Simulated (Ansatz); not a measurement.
## Relaxing Re in the bcc type

First guess:

```xyz
1
Lattice="-1.5527 1.5527 1.5527 1.5527 -1.5527 1.5527 1.5527 1.5527 -1.5527" Properties=species:S:1:pos:R:3 pbc="T T T"
Re    0.0000    0.0000    0.0000
```

Level of theory: DFT, PBE, PAW with Ansatz's default frozen-core files, scalar-relativistic (Ansatz 0.2.0).

Cell and atoms relax within the symmetry of the start on a 15×15×15 k mesh with 0.05 eV Fermi–Dirac smearing.

The start is built from a prototype, known or not as a phase of this compound; the cutoff is 420 eV.

Spin polarisation is left out, and whether a magnetic state lies lower isn't shown here.

No spin–orbit coupling, which matters for the heavy atoms here.

**Question.** What is the pressure of the first guess?

**Answer.** 2.99 GPa.

**Question.** What does it relax to?

**Answer.** a = 3.114 Å, b = 3.114 Å, c = 3.114 Å, α = 90.00°, β = 90.00°, γ = 90.00° (conventional cell), 15.10 Å³ per atom:
Space group Im-3m (No. 229). a = 3.114 Å, b = 3.114 Å, c = 3.114 Å, α = 90.00°, β = 90.00°, γ = 90.00°
```json
{"atom": "Re", "site": "2a", "symmetry": "m-3m", "x": "0.0000", "y": "0.0000", "z": "0.0000"}
```

**Question.** How much energy does the relaxation release?

**Answer.** 1 meV/atom.
